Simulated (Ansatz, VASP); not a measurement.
**One calculation of InSb, two programs**

File INCAR:

```
SYSTEM = InSb
PREC = Accurate
ENCUT = 520
EDIFF = 1E-6
ISMEAR = -1
SIGMA = 0.05
LREAL = .FALSE.
LASPH = .TRUE.
NELM = 60
ALGO = Normal
ISIF = 2
LWAVE = .FALSE.
LCHARG = .FALSE.
GGA = PE
NBANDS = 16
```

KPOINTS

```
Automatic mesh
0
G
  9 9 9
  0 0 0
```

File POSCAR:

```
InSb
1.0
    0.0000000000      3.2391000000      3.2391000000
    3.2391000000      0.0000000000      3.2391000000
    3.2391000000      3.2391000000      0.0000000000
In Sb
1 1
Direct
    0.0000000000      0.0000000000      0.0000000000
    0.7500000000      0.7500000000      0.7500000000
```

Input for Ansatz:

```yaml
crystal:
  lattice:
    - [0.0, 3.2391, 3.2391]
    - [3.2391, 0.0, 3.2391]
    - [3.2391, 3.2391, 0.0]
  atoms:
    - { symbol: In, position: [0.0, 0.0, 0.0] }
    - { symbol: Sb, position: [0.75, 0.75, 0.75] }
kpoints:
  mp_grid: { grid: [9, 9, 9] }
  band_path:
    path:
      - [0.0, 0.0, 0.0]
      - [-0.5, -0.5, 0.0]
      - [-0.375, -0.375, 0.25]
      - [-0.375, 0.0, 0.375]
      - [0.0, 0.0, 0.0]
      - [0.0, 0.0, 0.5]
      - [-0.5, -0.25, 0.25]
      - [-0.5, -0.5, 0.0]
    npoints: 5
scf:
  occupations: { method: fermi_dirac, width: 0.05 }
hamiltonian:
  xc: pbe
  pseudopotentials:
    kind: all_electron
    lapw: { basis_error: 0.00025 }
    relativity: none
output:
  forces: true
  stress: true
  eigenvalues: true
```

Alike in both runs: task single point; functional PBE; k mesh 9 × 9 × 9; occupations fermi-dirac, width 0.05 eV; no spin polarisation.

|  | VASP | Ansatz |
| --- | --- | --- |
| version | VASP 6.6.1 | Ansatz 0.2.0 |
| potentials or method | VASP PAW PBE potentials, release 64 (In_d, Sb) | all-electron LAPW, non-relativistic |
| plane-wave cutoff (eV) | 520 | see its input |

Ansatz gave:

```
pressure (GPa) : 4.3
```

Problem. What did VASP give for the same quantities?

Solution. Pressure (GPa): 3.1.

Ansatz ran all-electron here, so the differences hold the error of VASP's frozen core and of both bases.

The runs have no spin-orbit coupling, so splittings on Sb are missing.
